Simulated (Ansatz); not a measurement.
# ZrN: the cost of one run

Method: DFT PBE, scalar-relativistic, plane waves, PAW, in Ansatz 0.2.0.

The COD entry's cell or inner coordinates are ideal or old and differ from later refinements, so a difference from it is no clean test against experiment.

2 further runs of the same task are left out: 2 set aside as unsound or not needed. Runs told in other sessions of the task aren't counted.

## (1) The system as given

Symmetry: Fm-3m, No. 225, cubic system. Conventional cell: a = 4.595 Å, b = 4.595 Å, c = 4.595 Å, α = 90.00°, β = 90.00°, γ = 90.00°. Zr (site symmetry m-3m) has 6 N at 2.30 Å in its first shell of neighbours. Around N (site symmetry m-3m) lie 6 Zr at 2.30 Å.

As a file:

```cif
data_structure
_symmetry_space_group_name_H-M 'Fm-3m'
_symmetry_Int_Tables_number 225
_cell_length_a 4.5947
_cell_length_b 4.5947
_cell_length_c 4.5947
_cell_angle_alpha 90.000
_cell_angle_beta 90.000
_cell_angle_gamma 90.000
_cell_volume 97.00
loop_
_atom_site_label
_atom_site_type_symbol
_atom_site_symmetry_multiplicity
_atom_site_Wyckoff_symbol
_atom_site_fract_x
_atom_site_fract_y
_atom_site_fract_z
_atom_site_occupancy
Zr1 Zr 4 b 0.50000 0.00000 0.00000 1
N1 N 4 a 0.00000 0.00000 0.00000 1
```

It is the result of an earlier relaxation at this level (volume 12.13 Å³/atom; gap on the mesh: none (metal)).

## (2) The stripe of 1.5 rows

A (001) slab of 3 planes in a 3×1 cell, the lower planes held; added atoms sit on lattice sites of the next plane. Energies count from bulk atoms, -2285.6526 eV an atom, and the flat slab, -82271.8454 eV.

The cell holds 21 Zr, 21 N: a = 13.784 Å, b = 4.595 Å, c = 18.892 Å, α = 90.00°, β = 90.00°, γ = 90.00°.

## (3) Relaxation

input.yaml

```yaml
crystal:
  lattice:
    - [13.7842415655, 0.0, 0.0]
    - [0.0, 4.5947471885, 0.0]
    - [0.0, 0.0, 18.8921207828]
  atoms:
    - { symbol: Zr, position: [0.1666666667, 0.0, 0.0793981797] }
    - { symbol: "N", position: [0.0, 0.0, 0.0793981797] }
    - { symbol: Zr, position: [0.1666666667, 0.5, 0.2010030339] }
    - { symbol: "N", position: [0.0, 0.5, 0.2010030339] }
    - { symbol: Zr, position: [0.0, 0.0, 0.2010030339] }
    - { symbol: "N", position: [0.1666666667, 0.0, 0.2010030339] }
    - { symbol: Zr, position: [0.0, 0.5, 0.0793981797] }
    - { symbol: "N", position: [0.1666666667, 0.5, 0.0793981797] }
    - { symbol: Zr, position: [0.5, 0.0, 0.0793981797] }
    - { symbol: "N", position: [0.3333333333, 0.0, 0.0793981797] }
    - { symbol: Zr, position: [0.5, 0.5, 0.2010030339] }
    - { symbol: "N", position: [0.3333333333, 0.5, 0.2010030339] }
    - { symbol: Zr, position: [0.3333333333, 0.0, 0.2010030339] }
    - { symbol: "N", position: [0.5, 0.0, 0.2010030339] }
    - { symbol: Zr, position: [0.3333333333, 0.5, 0.0793981797] }
    - { symbol: "N", position: [0.5, 0.5, 0.0793981797] }
    - { symbol: Zr, position: [0.8333333333, 0.0, 0.0793981797] }
    - { symbol: "N", position: [0.6666666667, 0.0, 0.0793981797] }
    - { symbol: Zr, position: [0.8333333333, 0.5, 0.2010030339] }
    - { symbol: "N", position: [0.6666666667, 0.5, 0.2010030339] }
    - { symbol: Zr, position: [0.6666666667, 0.0, 0.2010030339] }
    - { symbol: "N", position: [0.8333333333, 0.0, 0.2010030339] }
    - { symbol: Zr, position: [0.6666666667, 0.5, 0.0793981797] }
    - { symbol: "N", position: [0.8333333333, 0.5, 0.0793981797] }
    - { symbol: Zr, position: [0.1666666667, 0.0, 0.3226078882] }
    - { symbol: "N", position: [0.0, 0.0, 0.3226078882] }
    - { symbol: Zr, position: [0.0, 0.5, 0.3226078882] }
    - { symbol: "N", position: [0.1666666667, 0.5, 0.3226078882] }
    - { symbol: Zr, position: [0.5, 0.0, 0.3226078882] }
    - { symbol: "N", position: [0.3333333333, 0.0, 0.3226078882] }
    - { symbol: Zr, position: [0.3333333333, 0.5, 0.3226078882] }
    - { symbol: "N", position: [0.5, 0.5, 0.3226078882] }
    - { symbol: Zr, position: [0.8333333333, 0.0, 0.3226078882] }
    - { symbol: "N", position: [0.6666666667, 0.0, 0.3226078882] }
    - { symbol: Zr, position: [0.6666666667, 0.5, 0.3226078882] }
    - { symbol: "N", position: [0.8333333333, 0.5, 0.3226078882] }
    - { symbol: Zr, position: [0.1666666667, 0.5, 0.4442127424] }
    - { symbol: "N", position: [0.0, 0.5, 0.4442127424] }
    - { symbol: Zr, position: [0.0, 0.0, 0.4442127424] }
    - { symbol: "N", position: [0.1666666667, 0.0, 0.4442127424] }
    - { symbol: "N", position: [0.3333333333, 0.5, 0.4442127424] }
    - { symbol: Zr, position: [0.3333333333, 0.0, 0.4442127424] }
basis:
  ecutwfc: 420
kpoints:
  mp_grid: { grid: [3, 8, 1] }
hamiltonian:
  xc: pbe
scf:
  occupations: { method: gaussian, width: 0.1 }
output:
  forces: true
  eigenvalues: true
  write_density: true
  write_potential: true
  elf: true
  volumetric_format: npy
relax:
  adjacent_minimum: "off"
  f_tol: 0.02
  max_steps: 45
  constraints: [{ sites: [0, 1, 6, 7, 8, 9, 14, 15, 16, 17, 22, 23] }]
efield:
  axis: 3
  dipole_correction: true
  ramp_width: 0.04
```

Run with:

```console
$ ansatz run input.yaml --threads 4 --pin off --max-ram 11264MiB --backend cpu --events-out ev --progress --plain --runs-dir out
```

What time and memory should one allow on 4 threads of Intel Xeon Platinum 8375C at 2.90GHz (Ice Lake), shared host?

About 9.9 min, with a peak of 5.5 GiB.
